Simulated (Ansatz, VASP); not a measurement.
# Rh in VASP and in Ansatz

INCAR

```
SYSTEM = Rh
ALGO = Normal
EDIFF = 1E-6
ENCUT = 520
GGA = PE
ISIF = 2
ISMEAR = 0
LASPH = .TRUE.
LCHARG = .FALSE.
LREAL = .FALSE.
LWAVE = .FALSE.
NBANDS = 14
NELM = 100
PREC = Accurate
SIGMA = 0.15
```

File KPOINTS:

```
k-points
0
G
  16 16 16
  0 0 0
```

The input POSCAR:

```
Rh
1.0
    0.0000000000      1.9149654119      1.9149654119
    1.9149654119      0.0000000000      1.9149654119
    1.9149654119      1.9149654119      0.0000000000
Rh
1
Direct
    0.0000000000      0.0000000000      0.0000000000
```

Input for Ansatz:

```yaml
crystal:
  lattice:
    - [0.0, 1.9149654119, 1.9149654119]
    - [1.9149654119, 0.0, 1.9149654119]
    - [1.9149654119, 1.9149654119, 0.0]
  atoms:
    - { symbol: Rh, position: [0.0, 0.0, 0.0] }
basis:
  ecutwfc: 420
kpoints:
  mp_grid: { grid: [16, 16, 16] }
hamiltonian:
  xc: pbe
scf:
  occupations: { method: gaussian, width: 0.15 }
output:
  forces: true
  stress: true
  eigenvalues: true
```

Alike in both runs: task single point; functional PBE; k mesh 16 × 16 × 16; occupations gaussian, width 0.15 eV; no spin polarisation.

|  | VASP | Ansatz |
| --- | --- | --- |
| version | VASP 6.6.1 | Ansatz 0.2.0 |
| potentials or method | VASP PAW PBE potentials, release 64 (Rh_pv) | scalar-relativistic, plane waves, PAW |
| plane-wave cutoff (eV) | 520 | 420 |
| valence electrons in the cell | 15 | 17 |

```tsv
	VASP	Ansatz	Ansatz less VASP
gap on the k mesh at the Fermi level (eV)	none	none	-
pressure (GPa)	0.2	0.2	-0.03
```

A gap of «none» marks a metal or a gap that the smearing closes. The two sets of potentials don't hold the same shells in valence.
